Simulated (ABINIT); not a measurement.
A run of ABINIT 10.8.3 (patched build):

Contents of run.abi:

```
# Datasets: one volume each
ndtset 7
getwfk -1
scalecart1 3*0.9795861087
scalecart2 3*0.9864848297
scalecart3 3*0.9932883884
scalecart4 3*1.0000000000
scalecart5 3*1.0066227096
scalecart6 3*1.0131594038
scalecart7 3*1.0196128224

# Pseudopotentials
pp_dirpath "./"
pseudos "Ga.GGA_PBE-JTH.xml, P.GGA_PBE-JTH.xml"

# Structure
acell 3*1.0
rprim
     0.0000000000     5.1499761211     5.1499761211
     5.1499761211     0.0000000000     5.1499761211
     5.1499761211     5.1499761211     0.0000000000
ntypat 2
znucl 31 15
natom 2
typat 1 2
xred
     0.0000000000     0.0000000000     0.0000000000
     0.7500000000     0.7500000000     0.7500000000

# Plane-wave basis
ecut 20.0
pawecutdg 40.0

# k points
kptopt 1
ngkpt 8 8 8
nshiftk 1
shiftk 0.0 0.0 0.0

# Exchange and correlation
ixc 11
vdw_xc 7

# Bands and occupations
nband 13
occopt 3
tsmear 0.00183747

# SCF cycle
nstep 100
tolvrs 1.0e-9

# Output
iomode 3
prtwf 1
prtden 0
prteig 0
prtebands 0
enunit 2
```

Potentials or basis: JTH PAW PBE v2.0.

Command:

```bash
$ abinit run.abi > log 2>&1
```

Hardware: 1 thread of Arm Neoverse V1, on a shared host.

Question: Estimate the wall time of this run.

Answer: It took 88 s on 1 thread of Arm Neoverse V1 (shared host), peak memory 0.14 GiB. Counts: scf iterations 65, k points 29, bands 13, plane waves 1121.
